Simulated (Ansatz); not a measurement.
# CdS3: the cost of one run

Program: Ansatz 0.2.0. Level of theory: DFT PBE, scalar-relativistic, plane waves, PAW, unless a step names another level. These are calculated values, not measurements.

1 further run of the same task is left out (it didn't finish).

### Step 1. The starting structure

The structure is tetragonal, space group P-42_1m (No. 113). The conventional cell has a = 6.036 Å, b = 6.036 Å, c = 7.627 Å, α = 90.00°, β = 90.00°, γ = 90.00°. Cd (site symmetry -4) is surrounded by 4 S at 2.57 Å. S (site symmetry 2mm) has 2 S at 2.07 Å as nearest neighbours. S (site symmetry m) is surrounded by 1 S at 2.07 Å and 2 Cd at 2.57 Å.

As a file:

```
CELL_PARAMETERS angstrom
6.03647 0.00000 0.00000
0.00000 6.03647 0.00000
0.00000 0.00000 7.62670
ATOMIC_POSITIONS crystal
Cd 0.00000 0.00000 0.00000
Cd 0.50000 0.50000 0.00000
S 0.00000 0.50000 0.32870
S 0.20374 0.70374 0.18081
S 0.79626 0.29626 0.18081
S 0.50000 0.00000 0.67130
S 0.29626 0.20374 0.81919
S 0.70374 0.79626 0.81919
```

It came out lowest among 29 distinct ends of the trial cells. At a tolerance of 0.02 Å it has space group P-42_1m (No. 113).

### Step 2. Tight relaxation for the response runs, on the response runs' mesh and smearing

input.yaml reads:

```yaml
crystal:
  lattice:
    - [6.0364698087, 0.0, 0.0]
    - [0.0, 6.0364698087, 0.0]
    - [0.0, 0.0, 7.6267037014]
  atoms:
    - { symbol: Cd, position: [0.0, 0.0, 0.0] }
    - { symbol: Cd, position: [0.5, 0.5, 0.0] }
    - { symbol: S, position: [0.0, 0.5, 0.328701823] }
    - { symbol: S, position: [0.2037441421, 0.7037441421, 0.1808061707] }
    - { symbol: S, position: [0.7962558579, 0.2962558579, 0.1808061707] }
    - { symbol: S, position: [0.5, 0.0, 0.671298177] }
    - { symbol: S, position: [0.2962558579, 0.2037441421, 0.8191938293] }
    - { symbol: S, position: [0.7037441421, 0.7962558579, 0.8191938293] }
basis:
  ecutwfc: 420
kpoints:
  mp_grid: { grid: [6, 6, 4] }
hamiltonian:
  xc: pbe
scf:
  occupations: { method: fixed }
output:
  forces: true
  stress: true
  eigenvalues: true
relax:
  adjacent_minimum: "off"
  f_tol: 0.001
  max_steps: 60
  cell: { stress_tol: 0.01 }
```

On the command line:

```sh
> ansatz run input.yaml --threads 3 --pin off --max-ram 7680MiB --backend cpu --events-out ev --progress --plain --runs-dir out
```

**Question.** How long does this run take on 3 threads of Intel Xeon 6975P-C (Granite Rapids), shared host, and how much memory does it need?

About 35 s, with a peak of 0.77 GiB.
